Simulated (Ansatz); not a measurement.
Crystal: Tc.

```
CELL_PARAMETERS angstrom
2.73936 0.00000 0.00000
-1.36968 2.37235 0.00000
0.00000 0.00000 8.76968
ATOMIC_POSITIONS crystal
Tc 0.66667 0.33333 0.75000
Tc 0.00000 0.00000 0.50000
Tc 0.33333 0.66667 0.25000
Tc 0.00000 0.00000 0.00000
```

* Program: Ansatz 0.2.0
* Task: relaxation of cell and atoms
* Functional: PBEsol
* Dispersion: D3(BJ)
* Potentials or basis: Ansatz PAW earlier set
* Cutoff: 500 eV (not typed: the program's choice for these potentials)
* k mesh: 11 × 11 × 3
* Occupations: fermi-dirac, width 0.05 eV
* Spin: no spin polarisation

At the start: volume 14.25 Å³/atom.

Question: How do energy, volume and symmetry change on relaxing?

Answer: It ends after 5 steps and the volume is 13.71 Å³/atom (-3.8 %); space group P6_3/mmc (No. 194, to 0.05 Å).

Step by step:
| step | energy change (eV) | largest force (eV/Å) | volume (Å³) |
| --- | --- | --- | --- |
| 1 | 0.0000 | 0.0000 | 56.99 |
| 2 | -0.0857 | 0.0000 | 55.07 |
| 3 | -0.0868 | 0.0000 | 54.82 |
| 4 | -0.0868 | 0.0000 | 54.84 |
| 5 | -0.0867 | 0.0000 | 54.84 |

Final structure:
```
CELL_PARAMETERS angstrom
2.69998 0.00000 0.00000
-1.34999 2.33825 0.00000
0.00000 0.00000 8.68627
ATOMIC_POSITIONS crystal
Tc 0.66667 0.33333 0.75000
Tc 0.00000 0.00000 0.50000
Tc 0.33333 0.66667 0.25000
Tc 0.00000 0.00000 0.00000
```

Caveat: the plane-wave basis is chosen anew once the cell has moved, so the energies of steps on either side of that aren't comparable; pairwise dispersion overbinds metals, which lowers pressure and volume; the PAW data sets come from PBE, with cores solved anew for the run's functional, which leaves a small shift of forces and pressure.
